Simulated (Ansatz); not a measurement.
The cell comes from COD entry 9011666, which wasn't checked; take it as a given geometry.

AgCl: DFT, LDA, PAW with Ansatz's default frozen-core files, scalar-relativistic (Ansatz 0.2.0).

Command: `ansatz run input.yaml --threads 1 --pin off --max-ram 3072MiB --backend cpu --events-out ev --progress --plain --runs-dir out` The run took 11 s on 1 thread of Arm Neoverse V1, on a shared host, peak memory 0.35 GiB.

```yaml
crystal:
  lattice:
    - [0.0, 2.77315, 2.77315]
    - [2.77315, 0.0, 2.77315]
    - [2.77315, 2.77315, 0.0]
  atoms:
    - { symbol: Ag, position: [0.5, 0.5, 0.5] }
    - { symbol: Cl, position: [0.0, 0.0, 0.0] }
kpoints:
  mp_grid: { grid: [8, 8, 8] }
  band_path:
    path:
      - [0.0, 0.0, 0.0]
      - [0.5, 0.0, 0.5]
      - [0.625, 0.25, 0.625]
      - [0.375, 0.375, 0.75]
      - [0.0, 0.0, 0.0]
      - [0.5, 0.5, 0.5]
      - [0.5, 0.25, 0.75]
      - [0.5, 0.0, 0.5]
    npoints: 14
scf:
  occupations: { method: fermi_dirac, width: 0.02 }
hamiltonian:
  xc: lda
  pseudopotentials: { kind: paw }
output:
  forces: true
  stress: true
  eigenvalues: true
  efg: { contact_densities: true }
  populations: true
  bader: true
  dos: { projected: true, de: 0.2, e_range: [-14, 8] }
  write_density: true
  write_potential: true
  elf: true
  volumetric_format: npy
```

Output:

```
Ag: output.efg is read without spin–orbit coupling, which moves field gradients at and beside such atoms by some per cent and up to a factor of two; PAW files take it under magnetization.noncollinear and magnetization.spin_orbit
Engine: ansatz 0.2.0
Pseudopotentials: kind: paw
Pseudopotential: Ag, paw, valence charge 19, recommended cutoff 420 eV (normal)
Pseudopotential: Cl, paw, valence charge 7, recommended cutoff 420 eV (normal)
Functional definition: SPW92
  exchange = slater_x
  correlation = pw_c
Crystal: 2 atoms, lattice volume = 42.653 Å³
Basis set: ecut = 420 eV, 869 PW (Γ)
Bands: 17, of which v1, the nominal top of the filled ones, is band 13 counted from 1 (12 counted from 0)
Symmetry: 48 space group operations
Space group: Fm-3m (ITA 225), of the structure as read, at distance tolerance 3.5e-5 Å
k-points: 29 of 512
Non-local potential: Ag, projectors of the file, l = 0: 3, l = 1: 2, l = 2: 2, l = 3: 1
Non-local potential: Cl, projectors of the file, l = 0: 2, l = 1: 2, l = 2: 2
PAW form: soft (Blöchl's): semilocal exchange-correlation on the pseudo side does not see the compensation charge
PAW frozen core: Ag, regenerated for the run's functional, and the local potential with it (the file was generated under x = pbe(κ = 0.804, μ = 0.2195149727645171), c = pbe(β = 0.06672455060314922))
PAW frozen core: Cl, regenerated for the run's functional, and the local potential with it (the file was generated under x = pbe(κ = 0.804, μ = 0.2195149727645171), c = pbe(β = 0.06672455060314922))
PAW one-centre angular grid: Ag, 590 points (default); XC on 64 Gauss nodes
PAW one-centre angular grid: Cl, 110 points (default); XC on 64 Gauss nodes
Initial density: superposition of atomic densities (neutral atoms: chi_scale 0, normalization atom), corrected by the library's trained network
Initial wavefunctions: pseudopotential atomic-orbital guess
Functional: x = slater, c = lda
SCF iter   1: F=—  HF=-8502.861548 eV  |F-HF|=—  |Δ(HF+E_count)|=         —  Δρ=1.15e-2  dr2=5.22e-2  ethr=1.77e-3  ⟨swp⟩=5.3  Hψ=2345  notcnv=0
preconditioner: auto → none  [insulator: Δε(μ)=0.467 eV  Ē_g=10.638 eV  σ=0.020 eV  W_gap=1.00  n_scr=14 (ndim 8)  ℏωp=24.1 eV  f_vac=0.031  D(μ)=0.00/eV (n_scr^D=0)  ε∞_Penn≈6.1]
SCF iter   2: F=—  HF=-8502.846415 eV  |F-HF|=—  |Δ(HF+E_count)|=   1.51e-2  Δρ=4.61e-3  dr2=4.40e-3  ethr=2.01e-4  ⟨swp⟩=2.2  Hψ=1086  notcnv=0
SCF iter   3: F=—  HF=-8502.845028 eV  |F-HF|=—  |Δ(HF+E_count)|=   1.39e-3  Δρ=1.92e-3  dr2=7.95e-4  ethr=1.69e-5  ⟨swp⟩=2.1  Hψ=944  notcnv=0
SCF iter   4: F=—  HF=-8502.844817 eV  |F-HF|=—  |Δ(HF+E_count)|=   2.11e-4  Δρ=7.37e-4  dr2=1.77e-4  ethr=3.06e-6  ⟨swp⟩=2.0  Hψ=695  notcnv=0
SCF iter   5: F=—  HF=-8502.844758 eV  |F-HF|=—  |Δ(HF+E_count)|=   5.95e-5  Δρ=8.62e-5  dr2=2.21e-6  ethr=6.82e-7  ⟨swp⟩=2.5  Hψ=658  notcnv=0
SCF iter   6: F=—  HF=-8502.844753 eV  |F-HF|=—  |Δ(HF+E_count)|=   4.87e-6  Δρ=8.22e-6  dr2=1.83e-8  ethr=3.85e-10  ⟨swp⟩=6.5  Hψ=3254  notcnv=0
SCF iter   7: F=-8502.844753 eV  HF=-8502.844753 eV  |F-HF|=1.64e-11  |Δ(HF+E_count)|=   3.43e-9  Δρ=4.51e-7  dr2=4.71e-11  ethr=7.05e-11  ⟨swp⟩=4.9  Hψ=2608  notcnv=0
SCF 1 converged in 7 iterations: F = -8502.844753 eV  dr2 = 4.71e-11
  greatest PAW one-centre occupation: 1.002 electrons in one spin orbital (limit 2), on the Ag atom at site 0 (counted from 0), in its partial waves of l = 0
NSCF: frozen V_eff on 99 k-points
SCF converged after 7 iterations
Free energy (F): -8502.844753 eV
Harris-Foulkes:  -8502.844753 eV  (|F-HF|=1.64e-11)
Internal energy: -8502.844753 eV  (E = F + TS)
E sigma→0 (E₀):  -8502.844753 eV
Fermi energy:    8.124027 eV
--- Per-component energies (eV) ---
  E_band       = -366.810075
  E_kinetic    = 687.954289
  E_local      = -3213.992223  (includes V_loc(G=0)·N_el)
  E_nonlocal   = 120.770226
  E_hartree    = 1403.713171
  E_xc         = -286.837993
  E_vxc        = -352.458686  (∫ρ·V_xc dr)
  E_paw        = -4398.862349  (= ΣΔE_a)
  E_vpaw       = -416.510309  (= ΣTr[D̂ρ^β])
  E_aug_tail   = 0.000364  (compensation charges beyond the density's cutoff)
  E_ewald      = -2816.505538
  E_core_change = 0.915299  (= ΣΔE_core)
  E_smearing   = -0.000000  (= −TS)
  E_closure    = -0.000000  (closes the sum)
  Σ components = -8502.844753   (vs F -8502.844753, Δ=0.00e0)
--- Forces (eV/Å), atoms counted from 1 ---
  atom   1  Ag     0.00000000    -0.00000000    -0.00000000
  atom   2  Cl    -0.00000000     0.00000000    -0.00000000
  max |Σ_I F_I| component: 1.25e-28 eV/Å
--- Stress (GPa, compression-positive) ---
       -5.573703       0.000000       0.000000
        0.000000      -5.573703       0.000000
        0.000000       0.000000      -5.573703
  P = ⅓ Tr σ = -5.5737 GPa (-55.737 kbar)
--- PAW observables at the nuclei: V_zz in 10²¹ V/m², potentials from the cell's mean, atoms counted from 1 ---
  atom   1  Ag V_zz =    +0.000000   η = 0.0000   by run symmetry: forbidden
            electrostatic potential = -7475.347841 V   contact ρ = 944482.159602 e/Å³
  atom   2  Cl V_zz =    +0.000000   η = 0.0000   by run symmetry: forbidden
            electrostatic potential = -1777.598415 V   contact ρ = 23908.575719 e/Å³
--- Band table (eV; the first three rows and the last of 29) ---
  k-point 0: bands = ["-81.8149", "-45.4084", "-45.4084", "-45.4084", "-7.2852", "5.2775", "5.2775", "5.2775", "5.3150", "5.3150", "5.4878", "5.4878", "5.4878", "8.4067", "18.3583", "18.3583", "18.3583"]
  k-point 1: bands = ["-81.8149", "-45.4088", "-45.4084", "-45.4084", "-7.2223", "4.5968", "4.6606", "4.6606", "5.3334", "5.3334", "5.5827", "6.2118", "6.2118", "9.1561", "16.9983", "18.0199", "18.0199"]
  k-point 2: bands = ["-81.8149", "-45.4098", "-45.4086", "-45.4086", "-7.0639", "3.5405", "4.0841", "4.0841", "5.4635", "5.4635", "5.7253", "6.9792", "6.9792", "10.4894", "15.3402", "16.6990", "16.6990"]
  k-point 28: bands = ["-81.8148", "-45.4103", "-45.4103", "-45.4096", "-6.7702", "3.5408", "3.7482", "3.7482", "5.7525", "5.7525", "5.7700", "5.7810", "6.5453", "11.7592", "15.4346", "15.4346", "15.5071"]
--- Löwdin populations: 2 sites ---
  site symbol       q [e]
     0     Ag     18.4499
     1     Cl      7.4569
  spilling = 0.003584 (of n_electrons = 26.000000)
--- Bader charges: 2 sites ---
  site symbol  charge [e]  shift [e]
     0     Ag      0.5316     0.0001
     1     Cl     -0.5316     0.0001
  estimated error of the sums over rays = 2.2e-4 e
```

populations.tsv:

```
# site	symbol	l	j	q
# orbitals = lowdin
# n_electrons = 26.000000
# spilling = 0.003584
0	Ag	0_4S	-	1.998166
0	Ag	0_5S	-	0.498156
0	Ag	1_4P	-	5.999320
0	Ag	2_4D	-	9.954284
1	Cl	0_3S	-	1.930937
1	Cl	1_3P	-	5.525945
```

bader_charges.tsv:

```
# site	symbol	x_ang	y_ang	z_ang	partial_charge_e	electrons	volume_ang3	relative_density_drop	shared_charge_e	partial_wave_shift_e
# quadrature_error_electrons = 2.2e-4
0	Ag	2.7731	2.7731	2.7731	0.53160	46.46840	19.79	-	0.53160	0.00007
1	Cl	0.0000	0.0000	0.0000	-0.53160	17.53160	22.87	-	-0.53160	0.00007
```
